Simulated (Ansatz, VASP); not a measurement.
GaN in VASP and in Ansatz

```
Ga N
1.0
     3.18000    0.00000    0.00000
    -1.59000    2.75396    0.00000
     0.00000    0.00000    5.16600
Ga N
2 2
Cartesian
  0.0000 1.8360 0.0204
  1.5900 0.9180 2.6034
  0.0000 1.8360 1.9686
  1.5900 0.9180 4.5516
```

Alike in both runs: functional PBE; k mesh 11 × 11 × 6; occupations fermi-dirac, width 0.02 eV; no spin polarisation.

Ansatz relaxed the structure, and its values are those at the end. VASP's run is a single point on that final structure, the one shown.

```csv
,VASP,Ansatz
version,VASP 6.6.1,Ansatz 0.2.0
potentials or method,"VASP PAW PBE potentials, release 64 (Ga_d, N)","plane-wave PAW, scalar-relativistic"
plane-wave cutoff (eV),520,420
valence electrons in the cell,36,36
```

|  | VASP | Ansatz | Ansatz less VASP |
| --- | --- | --- | --- |
| gap on the k mesh at the Fermi level (eV) | 1.99 | 1.98 | -0.009 |
| pressure (GPa) | 7.4 | 7.3 | -0.08 |

Ansatz warned: «stress_scf_threshold_loose».
